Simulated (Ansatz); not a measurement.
## WSe₂: levels along high-symmetry lines

```
W Se
1.0
     0.00000    3.10134    3.10134
     3.10134    0.00000    3.10134
     3.10134    3.10134    0.00000
W Se
1 2
Direct
  0.00000 0.00000 0.00000
  0.25000 0.25000 0.25000
  0.75000 0.75000 0.75000
```

Atom numbers follow the list: W1, Se2, Se3.

The conventional cell has a = 6.203 Å, b = 6.203 Å, c = 6.203 Å, α = 90.00°, β = 90.00°, γ = 90.00°. W (atom 1) is surrounded by 8 Se at 2.69 Å. Se (atom 2) has 4 W at 2.69 Å as nearest neighbours.

The structure comes from a relaxation in the same program, started in the fluorite type, and has space group Fm-3m. Whether it is a known phase or the ground state wasn't checked.

Spin–orbit coupling is left out, though it moves levels of the heavy atoms by tenths of an eV or more.

All numbers below come from Ansatz 0.2.0, DFT, PBE, all-electron LAPW, scalar-relativistic.

The runs use a Γ-centred 11×11×11 k mesh, Fermi–Dirac smearing of 0.05 eV, basis error target 1 meV/atom, no spin polarisation.

Points in fractions of the reciprocal vectors of this cell: Γ (0, 0, 0), X (0.5, 0, 0.5), U (0.625, 0.25, 0.625), K (0.375, 0.375, 0.75), L (0.5, 0.5, 0.5), W (0.5, 0.25, 0.75). The path joins them by straight lines in the order Γ–X–U–K–Γ–L–W–X; legs that retrace an earlier one aren't tabulated. Energies are in eV from the Fermi level.

Is there a gap?

none: bands cross the Fermi level, a metal.

List the levels between -8 and 4 eV at the symmetry points.


Γ: -5.77 (×3), -0.80 (×2), -0.47 (×3)
X: -7.55, -5.11 (×2), -2.29 (×2), -1.17, 0.10, 1.23, 1.61, 3.70 (×2)
U: -7.10, -5.43, -4.83, -2.99, -2.16, -0.32, 0.23, 0.35, 1.75, 3.15, 3.48
K: -7.10, -5.43, -4.83, -2.99, -2.16, -0.32, 0.23, 0.35, 1.75, 3.15, 3.48
L: -4.87 (×2), -4.38, -3.09, -2.99 (×2), -0.37 (×2), 1.51
W: -6.96, -6.24, -3.67 (×2), -2.22, -0.24, 0.41, 0.83, 1.95 (×2)
